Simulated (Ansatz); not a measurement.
MgO2:

```
Mg O
1.0
     4.82861    0.00000    0.00000
     0.00000    4.82861    0.00000
     0.00000    0.00000    4.82861
Mg O
4 8
Cartesian
  0.0000 0.0000 0.0000
  2.4143 0.0000 2.4143
  2.4143 2.4143 0.0000
  0.0000 2.4143 2.4143
  2.8461 4.3968 0.4318
  4.3968 0.4318 2.8461
  0.4318 2.8461 4.3968
  1.9825 1.9825 1.9825
  2.8461 2.8461 2.8461
  4.3968 1.9825 0.4318
  0.4318 4.3968 1.9825
  1.9825 0.4318 4.3968
```

The cell is a database's computed one.

| Item | Value |
| --- | --- |
| Program | Ansatz 0.2.0 |
| Task | relaxation of cell and atoms |
| Functional | BLYP |
| Potentials or basis | Ansatz PAW |
| Cutoff | 420 eV (not typed: the program's choice for these potentials) |
| k mesh | 6 × 6 × 6 |
| Occupations | fermi-dirac, width 0.05 eV |
| Spin | no spin polarisation |

At the start: volume 9.38 Å³/atom.

Problem. Where does the relaxation end?

Solution. It ends after 8 steps and the volume is 9.96 Å³/atom (+6.2 %); space group Pa-3 (No. 205, to 0.05 Å).

Step by step:
| step | energy change (eV) | largest force (eV/Å) | volume (Å³) |
| --- | --- | --- | --- |
| 1 | 0.0000 | 0.3262 | 112.58 |
| 2 | -0.1052 | 0.1806 | 115.61 |
| 3 | -0.1309 | 0.0152 | 118.69 |
| 4 | -0.1299 | 0.0014 | 118.88 |
| 5 | -0.1824 | 0.0026 | 118.88 |
| 6 | -0.1802 | 0.0009 | 119.49 |
| 7 | -0.1798 | 0.0002 | 119.55 |
| 8 | -0.1827 | 0.0001 | 119.55 |

Final structure:
```xyz
12
Lattice="4.9263 0.0000 0.0000 0.0000 4.9263 0.0000 0.0000 0.0000 4.9263" Properties=species:S:1:pos:R:3 pbc="T T T"
Mg    0.0000    0.0000    0.0000
Mg    2.4631    0.0000    2.4631
Mg    2.4631    2.4631    0.0000
Mg    0.0000    2.4631    2.4631
O     2.9032    4.4862    0.4401
O     4.4862    0.4401    2.9032
O     0.4401    2.9032    4.4862
O     2.0230    2.0230    2.0230
O     2.9032    2.9032    2.9032
O     4.4862    2.0230    0.4401
O     0.4401    4.4862    2.0230
O     2.0230    0.4401    4.4862
```

Caveat: the plane-wave basis is chosen anew once the cell has moved, so the energies of steps on either side of that aren't comparable; the pressure holds a Pulay correction of +1.0 GPa for the finite cutoff; the PAW data sets come from PBE, with cores solved anew for the run's functional, which leaves a small shift of forces and pressure.
